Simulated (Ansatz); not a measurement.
The reference is BaSnO3 in the cubic perovskite structure (space group Pm-3m, No. 221; a = 4.1219 Å). Axes: x, y, z lie along the cube axes.

Method: plane-wave PAW DFT at the PBEsol level (Ansatz, a quantum-chemistry and plane-wave program, 420 eV), without spin-orbit coupling.

Strains are applied to the cell and any free atomic positions relax; under biaxial strain the out-of-plane vector relaxes too.

One change was made to it. Results:

| quantity | base | after |
|---|---|---|
| energy relative to the base (free energy F) | 0 meV/atom | +5.4 meV/atom |
| band gap | 0.86 eV | 0.60 eV |
| electron mass | 0.16 mₑ (at Γ) | 0.14 mₑ (at Γ) |
| pressure (mean of the normal stresses, compression positive) | 0.00 GPa | -2.81 GPa |

Problem. Name the change that was made.
A. biaxial strain +2.45 %, plane normal [001], relaxed out of plane
B. isotropic strain −1.47 %
C. biaxial strain +1.43 %, plane normal [001], relaxed out of plane

Solution. C, biaxial strain +1.43 %, plane normal [001], relaxed out of plane. For comparison, the band gap in the other runs: isotropic strain −1.47 % gives 1.42 eV; biaxial strain +2.45 %, plane normal [001], relaxed out of plane gives 0.43 eV.

Masses are band curvatures over ±0.01 Å⁻¹ around the edge. No phonon test of stability was made.
